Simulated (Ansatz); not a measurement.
Te under changes of volume

One of the cells (31.146 Å³/atom); the others are scaled copies at fixed shape and fractional positions:

```
CELL_PARAMETERS angstrom
2.30590 1.33131 1.69095
-2.30590 1.33131 1.69095
0.00000 -2.66263 1.69095
ATOMIC_POSITIONS crystal
Te 0.50000 0.50000 0.50000
```

This isn't the form of Te at room conditions, which is trigonal, of chains.

* Program: Ansatz 0.2.0
* Functional: r2SCAN
* Potentials or basis: Ansatz PAW
* Cutoff: 500 eV (not typed: the program's choice for these potentials)
* k mesh: 9 × 9 × 9
* Occupations: fermi-dirac, width 0.05 eV
* Spin: no spin polarisation

```csv
volume (Å³/atom),energy over the lowest point (meV/atom),pressure (GPa)
29.277,56.51,6.5
29.900,34.56,4.9
30.523,18.43,3.4
31.146,7.60,2.1
31.769,1.61,0.9
32.392,0.00,-0.1
33.015,?,?
```

Problem. What does the run at 33.015 Å³/atom give?

Solution. Energy over the lowest point 2.37 meV/atom; pressure -1.1 GPa.

Worked out: A Birch-Murnaghan fit of order 3 (a polynomial in V^(-2/3)) to the other rows has its minimum at 32.32 Å³/atom with B0 = V·E''(V) = 54 GPa and B' = 3.8 at fixed shape and positions, which overstates the stiffness. It gives 2.41 meV/atom at 33.015 Å³/atom, against the run's 2.37, and -dE/dV = -1.1 GPa, against -1.1.

Energies are extrapolated to zero smearing.

Caveats: the PAW data sets come from PBE, with cores solved anew for the run's functional, which leaves a small shift of forces and pressure.
